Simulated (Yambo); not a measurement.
# CaSe (Fm-3m) in Yambo: notebook, part 2 of 2

Yambo 5.3.0. Earlier steps stand in the parts before.

### 3 Optical spectrum by the Bethe-Salpeter equation, LDA

The input, bse12.in:

```
optics
bse
bss
rim_cut
em1s
RandQpts= 1000000
RandGvec= 50 RL
Chimod= "HARTREE"
% BndsRnXs
 1 | 28 |
%
NGsBlkXs= 3 Ry
% LongDrXs
 1 | 1 | 1 |
%
BSKmod= "SEX"
BSEmod= "retarded"
BSSmod= "d"
% BSEQptR
 1 | 1 |
%
% BSEBands
 12 | 17 |
%
BSENGexx= 20 Ry
BSENGBlk= 3 Ry
% BEnRange
 0 | 10 | eV
%
% BDmRange
 0.1 | 0.1 | eV
%
BEnSteps= 150
% BLongDir
 1 | 1 | 1 |
%
BSEprop= "abs"
WRbsWF
% KfnQP_E
 1.92 | 1.0 | 1.0 |
%
```

The input, scf.in:

```
&CONTROL
  calculation = 'scf'
  prefix = 'pwscf'
  outdir = './tmp'
  pseudo_dir = './pseudo'
/
&SYSTEM
  ibrav = 0
  nat = 2
  ntyp = 2
  ecutwfc = 86
  nbnd = 20
  occupations = 'smearing'
  smearing = 'fd'
  degauss = 0.00367493
  force_symmorphic = .true.
/
&ELECTRONS
  conv_thr = 4d-10
  electron_maxstep = 120
  mixing_beta = 0.5
/
ATOMIC_SPECIES
Se    78.9710 Se.upf
Ca    40.0780 Ca.upf
CELL_PARAMETERS angstrom
   0.0000000000    2.9560000000    2.9560000000
   2.9560000000    0.0000000000    2.9560000000
   2.9560000000    2.9560000000    0.0000000000
ATOMIC_POSITIONS crystal
Se     0.5000000000    0.5000000000    0.5000000000
Ca     0.0000000000    0.0000000000    0.0000000000
K_POINTS automatic
4 4 4 0 0 0
```

The input, nscf.in:

```
&CONTROL
  calculation = 'nscf'
  prefix = 'pwscf'
  outdir = './tmp'
  pseudo_dir = './pseudo'
/
&SYSTEM
  ibrav = 0
  nat = 2
  ntyp = 2
  ecutwfc = 86
  nbnd = 93
  occupations = 'fixed'
  force_symmorphic = .true.
/
&ELECTRONS
  conv_thr = 1d-08
  diago_full_acc = .true.
  diago_thr_init = 1d-06
/
ATOMIC_SPECIES
Se    78.9710 Se.upf
Ca    40.0780 Ca.upf
CELL_PARAMETERS angstrom
   0.0000000000    2.9560000000    2.9560000000
   2.9560000000    0.0000000000    2.9560000000
   2.9560000000    2.9560000000    0.0000000000
ATOMIC_POSITIONS crystal
Se     0.5000000000    0.5000000000    0.5000000000
Ca     0.0000000000    0.0000000000    0.0000000000
K_POINTS automatic
4 4 4 0 0 0
```

Potentials or basis: PseudoDojo 0.4.1 SR LDA standard.

Command:

```sh
> OMP_NUM_THREADS=1 pw.x -in scf.in > scf.out
> OMP_NUM_THREADS=1 pw.x -in nscf.in > nscf.out
> cd tmp/pwscf.save; p2y; mv SAVE ../..; cd ../..
> OMP_NUM_THREADS=1 yambo
> mkdir -p bse12; ln -s $PWD/g0w00/ndb.RIM bse12/
> OMP_NUM_THREADS=1 yambo -F bse12.in -J bse12 -C bse12_out
> OMP_NUM_THREADS=1 ypp -J bse12 -C bse12_out -e s -b 1
```

Yambo's report:

```text
[... sections 02.01 to 02.04 as in the set-up run ...]

  [02.05] Energies & Occupations
  ==============================

  [X] === General ===
  [X] Electronic Temperature                        :  0.000000  0.000000 [eV K]
  [X] Bosonic    Temperature                        :  0.000000  0.000000 [eV K]
  [X] Finite Temperature mode                       : no
  [X] El. density                                   :  0.50330E+24 [cm-3]
  [X] Fermi Level                                   :  7.159558 [eV]

  [X] === Gaps and Widths ===
  [X] Conduction Band Min                           :  1.862511 [eV]
  [X] Valence Band Max                              :  0.000000 [eV]
  [X] Filled Bands                                  :  13
  [X] Empty Bands                                   :   14   93
  [X] Direct Gap                                    :  2.806888 [eV]
  [X] Direct Gap localized at k                     :   7
  [X] Indirect Gap                                  :  1.862511 [eV]
  [X] Indirect Gap between kpts                     :   1   7
  [X] Last valence band width                       :  1.712731 [eV]
  [X] 1st conduction band width                     :  2.750695 [eV]

 [03] Transferred momenta grid and indexing
 ==========================================

 [BZ sampling] Q-grid is User defined and/or read from the database

 IBZ Q-points                                      :   8
 BZ  Q-points                                      :   64

 K/Q-points units:
 rlu = crystal or reduced units; cc = cartesian coordinates; iku = interal k-units

 Q [1]          [rlu]:  0.000000  0.000000  0.000000
 Q [2]          [rlu]: -0.11638E-17 -0.11638E-17  0.25000
 Q [3]          [rlu]:  0.23277E-17  0.23277E-17 -0.50000
 Q [4]          [rlu]: -0.52806E-17  0.25000      0.25000
 Q [5]          [rlu]:  0.69784E-16  0.25000      0.50000
 Q [6]          [rlu]:  0.23277E-17  0.25000     -0.25000
 Q [7]          [rlu]:  0.10561E-16 -0.50000     -0.50000
 Q [8]          [rlu]:  0.250000 -0.500000 -0.250000

  [03.01] X + BSE indexes
  =======================

   [03.01.01] Sigma indexes
   ========================

   [WR./SAVE//ndb.kindx]-----------------------------------------------------------
    Fragmentation                                    : no
    Polarization last K ( bz)                        :   64
    Polarization last K (ibz)                        :   8
    QP states                                        :   1   8
    X grid is uniform                                : yes
    Grids (string)                                   :  X B S
    Grids (int-vector)                               :  1  1  0  1

 [04] Coloumb potential Random Integration (RIM)
 ===============================================

 Summary of Coulomb integrals for non-metallic bands |Q|[au] RIM/Bare

 Q [1] 0.100000E-4 0.995870 * Q [2] 0.243527 1.063761
 Q [4] 0.281201 1.062849 * Q [6] 0.397678 1.025959
 Q [5] 0.466319 1.018550 * Q [3] 0.487054 1.016906
 Q [7] 0.562402 1.013477 * Q [8] 0.628784 1.010326

 [WARNING] [Xs] User bands 1-28 break level degeneracy

 [WARNING] [BS] User bands 12-17 break level degeneracy

 [05] External/Internal QP corrections
 =====================================

 [QP_apply] Action to be applied: USER defined scissor

  [05.01]  QP corrections report
  ==============================
[... 131 lines left out ...]
  Number of frequencies                            :  1
 [X-CG] R(p) Tot o/o(of R):   1131  12480    100
 [X-CG] R(p) Tot o/o(of R):   1476  12480    100
 [X-CG] R(p) Tot o/o(of R):   1890  12480    100
 [X-CG] R(p) Tot o/o(of R):   1518  12480    100
 [X-CG] R(p) Tot o/o(of R):   1121  12480    100
 [X-CG] R(p) Tot o/o(of R):   1417  12480    100

 [08] Bethe Salpeter Equation driver
 ===================================

  [08.01] Bethe Salpeter Equation @q1
  ===================================

   [08.01.01] Transition pre-analysis @q1
   ======================================

   [08.01.02] Transition Groups build-up @q1
   =========================================

   [BSK] Transition groups (total):   8
   [BSK] Size (resonant):   512
   [BSK]         (total):   512
   [BSK] N. of matrices :  1

   [08.01.03] Loading Dipoles @q1
   ==============================

   [08.01.04] Independent Particles properties @q1
   ===============================================

   [08.01.05] BSE Kernel @q1 (Resonant CORRRELATION EXCHANGE)
   ==========================================================

   [BSE] Exchange components :   537
   [BSE] Correlation components :   51  229

    [08.01.05.01] Screened interaction header I/O
    =============================================

    [08.01.05.02] Main kernel loop
    ==============================

    [WR./bse12//ndb.BS_Q1_CPU_0]----------------------------------------------------
     Brillouin Zone Q/K grids (IBZ/BZ)                :    8   64    8   64
     RL vectors                                       :   5769 [WF]
     Coulomb cutoff potential                         : none
     Parallel CPUs
     Parallel Roles
     Fragmentation                                    : no
     BS kernel          wavefunctions                 : Slater exchange(X)+Perdew & Wang(C)
     Static diel. fun.  energies                      : Slater exchange(X)+Perdew & Wang(C)
     wavefunctions                                    : Slater exchange(X)+Perdew & Wang(C)
     [K] Identifier                                   :   3557
     [K] Dimension                                    :   512
     [K] Bands                                        :  12  17
     [K] Exchange                                     : yes [res]
     [K] Correlation                                  : yes [res]
     [K] Kernel`s coupling                            : no
     [K] Exchange                                     : no [cpl]
     [K] Correlation                                  : no [cpl]
     [K] W interaction is bare                        : no
     [K] ALDA kernel in R-space                       : no
     [K] RL vectors                                   :   537 [exchange]
     [K] RL vectors                                   :   51 [correlation]
     [K] E/h energy range                             : -1.000000 -1.000000 [eV]
     [K] Coupling range                               :  100.0000  100.0000 [o/o]
     [W] Interaction is diagonal                      : no
     [W] Matrix size                                  :   51
     [W] Bands                                        :   1  28
     [W] e/h energy range                             : -1.000000 -1.000000 [eV]
     [W] Poles                                        :  100.0000 [o/o]
     [W] RL vectors in the sum                        :   5769
     [W] [r,Vnl] included                             : yes
     [W] Field direction                              :  0.577350E-5  0.577350E-5  0.577350E-5
     [W] Coulomb Cutoff                               : none
     [W] Hxc Kernel                                   : HARTREE
     [RIM] RL components                              :   51 [col]
     [RIM] Random points                              :  1000000 [col]
     [SOC] Perturbative SOC                           : no
     [K] Kernel long-range exchange                   : BAR

    [08.01.05.03] Wave-Function Phases
    ==================================

    [BSE] WF phases found       :  49.91319 [o/o]

   [08.01.06] BSE solver(s) @q1
   ============================

   [08.01.07] Diago Solver @q1
   ===========================

   [WR./bse12//ndb.BS_diago_Q1]----------------------------------------------------
    BS kernel          energies                      : Slater exchange(X)+Perdew & Wang(C)+ user defined corrections @E
    [K] Identifier                                   :   3557
    [K] Dimension                                    :   512
    [K] Bands                                        :  12  17
    [K] Exchange                                     : yes [res]
    [K] Correlation                                  : yes [res]
    [K] Kernel`s coupling                            : no
    [K] Exchange                                     : no [cpl]
    [K] Correlation                                  : no [cpl]
    [K] W interaction is bare                        : no
    [K] ALDA kernel in R-space                       : no
    [K] RL vectors                                   :   537 [exchange]
    [K] RL vectors                                   :   51 [correlation]
    [K] E/h energy range                             : -1.000000 -1.000000 [eV]
    [K] Coupling range                               :  100.0000  100.0000 [o/o]
    [W] Interaction is diagonal                      : no
    [W] Matrix size                                  :   51
    [W] Bands                                        :   1  28
    [W] e/h energy range                             : -1.000000 -1.000000 [eV]
    [W] Poles                                        :  100.0000 [o/o]
    [W] RL vectors in the sum                        :   5769
    [W] [r,Vnl] included                             : yes
    [W] Field direction                              :  0.577350E-5  0.577350E-5  0.577350E-5
    [W] Coulomb Cutoff                               : none
    [W] Hxc Kernel                                   : HARTREE
    [RIM] RL components                              :   51 [col]
    [RIM] Random points                              :  1000000 [col]
    [SOC] Perturbative SOC                           : no
    [K] Kernel long-range exchange                   : BAR
    [BSS] Eigenstates included                       : yes
    [BSS] Field direction                            :  0.577350E-5  0.577350E-5  0.577350E-5
    [BSS] Eigenstates computed                       :   512
    [BSS] Number of BSE matrices                     :  1
```

Run time: 68 s. Hardware: 1 thread of Arm Neoverse V1, shared host; peak memory 0.3 GiB.

Results:

| Property | Result |
| --- | --- |
| Band gap on the k mesh, mean-field level | 1.86 eV, indirect (least direct gap 2.81 eV) |
| Exciton binding energy | 0.40 eV |
| Lowest exciton energy | 4.32 eV |
| Lowest bright exciton energy | 4.32 eV |

Dielectric function (along the field direction of the input):
| energy (eV) | real part | imaginary part |
| --- | --- | --- |
| 0.27 | 4.63 | 0.01 |
| 0.47 | 4.64 | 0.01 |
| 0.74 | 4.69 | 0.02 |
| 1.01 | 4.75 | 0.03 |
| 1.21 | 4.81 | 0.03 |
| 1.48 | 4.92 | 0.05 |
| 1.74 | 5.06 | 0.06 |
| 2.01 | 5.23 | 0.07 |
| 2.21 | 5.39 | 0.09 |
| 2.48 | 5.66 | 0.11 |
| 2.75 | 6.01 | 0.15 |
| 2.95 | 6.35 | 0.19 |
| 3.22 | 6.96 | 0.27 |
| 3.49 | 7.87 | 0.43 |
| 3.76 | 9.37 | 0.79 |
| 3.96 | 11.44 | 1.56 |
| 4.23 | 17.22 | 8.83 |
| 4.50 | 6.60 | 9.73 |
| 4.70 | -0.81 | 15.15 |
| 4.97 | 0.44 | 3.40 |
| 5.23 | 3.85 | 2.46 |
| 5.50 | 10.72 | 5.15 |
| 5.70 | 6.47 | 25.55 |
| 5.97 | -5.14 | 4.74 |
| 6.24 | 2.49 | 4.23 |
| 6.44 | -1.23 | 10.94 |
| 6.71 | -5.43 | 6.10 |
| 6.98 | -0.75 | 2.57 |
| 7.25 | 0.00 | 4.66 |
| 7.45 | -3.58 | 6.28 |
| 7.72 | -0.96 | 3.46 |
| 7.99 | -3.94 | 3.98 |
| 8.19 | -2.42 | 2.88 |
| 8.46 | -2.71 | 3.43 |
| 8.72 | -4.39 | 2.84 |
| 8.99 | -3.34 | 1.24 |
| 9.19 | -2.88 | 0.56 |
| 9.46 | -2.15 | 0.22 |
| 9.73 | -1.68 | 0.14 |
| 10.00 | -1.35 | 0.11 |

Lowest exciton energies (eV): 4.32, 4.32, 4.32, 4.33, 4.33, 4.33, 4.62, 4.62

Excitons:
| energy (eV) | strength (relative to the strongest) |
| --- | --- |
| 4.323 | 0.00011 |
| 4.324 | 0.003 |
| 4.324 | 0.001 |
| 4.331 | 0.5 |
| 4.331 | 0.21 |
| 4.332 | 0.025 |
| 4.619 | 0.42 |
| 4.620 | 0.024 |
| 4.695 | 3.6e-06 |
| 4.700 | 0.0072 |
| 4.700 | 0.0047 |
| 4.710 | 0.15 |

Caveat: the k mesh is coarse (spacing up to 0.46 Å⁻¹), so the values aren't converged; the scissor is the correction of the direct gap in an earlier G0W0 run on the same states; exciton energies and binding change strongly with the k mesh and aren't converged on this one; spectra need much finer meshes, so this one isn't converged.
